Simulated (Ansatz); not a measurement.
(102) slab cut from the bulk of PtSe2, P-3m1 (No. 164); the slab's formula is Pt5Se12:

```yaml
crystal:
  lattice:
    - [3.76072, 0.00000, 0.00000]
    - [0.00000, 8.12902, 0.00000]
    - [0.00000, 0.00000, 26.12459]
  atoms:
    - { symbol: Se, position: [0.00000, 0.30733, 0.28709] }
    - { symbol: Se, position: [0.50000, 0.01371, 0.33999] }
    - { symbol: Pt, position: [0.50000, 0.32104, 0.35083] }
    - { symbol: Se, position: [0.50000, 0.62837, 0.36167] }
    - { symbol: Se, position: [0.00000, 0.33475, 0.41458] }
    - { symbol: Pt, position: [0.00000, 0.64208, 0.42542] }
    - { symbol: Se, position: [0.00000, 0.94941, 0.43625] }
    - { symbol: Se, position: [0.50000, 0.65579, 0.48916] }
    - { symbol: Pt, position: [0.50000, 0.96312, 0.50000] }
    - { symbol: Se, position: [0.50000, 0.27045, 0.51084] }
    - { symbol: Se, position: [0.00000, 0.97683, 0.56375] }
    - { symbol: Pt, position: [0.00000, 0.28416, 0.57458] }
    - { symbol: Se, position: [0.00000, 0.59148, 0.58542] }
    - { symbol: Se, position: [0.50000, 0.29787, 0.63833] }
    - { symbol: Pt, position: [0.50000, 0.60520, 0.64917] }
    - { symbol: Se, position: [0.50000, 0.91252, 0.66001] }
    - { symbol: Se, position: [0.00000, 0.61891, 0.71291] }
```

All numbers below come from Ansatz 0.2.0, DFT PBEsol, scalar-relativistic, plane waves, PAW. Plane waves to 420 eV, a k mesh through Γ of 9×5×1 on the computed 17-atom cell and Gaussian smearing (0.10 eV); no spin polarisation. The cell repeats along c with a dipole correction in the vacuum.

(1) What forces act on the atoms?

Spin–orbit coupling is left out, which can shift energies with elements as heavy as these.

Answers

(1)
```csv
atom,Fx (eV/Å),Fy (eV/Å),Fz (eV/Å)
Se1,0.000,-0.106,0.596
Se2,0.000,0.543,0.176
Pt3,0.000,-0.580,0.008
Se4,0.000,0.245,0.008
Se5,0.000,0.033,-0.241
Pt6,0.000,-0.248,-0.013
Se7,0.000,0.102,-0.663
Se8,0.000,0.186,-0.038
Pt9,0.000,0.000,0.000
Se10,0.000,-0.186,0.038
Se11,0.000,-0.102,0.663
Pt12,0.000,0.248,0.013
Se13,0.000,-0.033,0.241
Se14,0.000,-0.245,-0.008
Pt15,0.000,0.580,-0.008
Se16,0.000,-0.543,-0.176
Se17,0.000,0.106,-0.596
```

Cost: 1 run of about 2.9 core-minutes, on Intel Xeon 6975P-C (Granite Rapids) (shared hosts).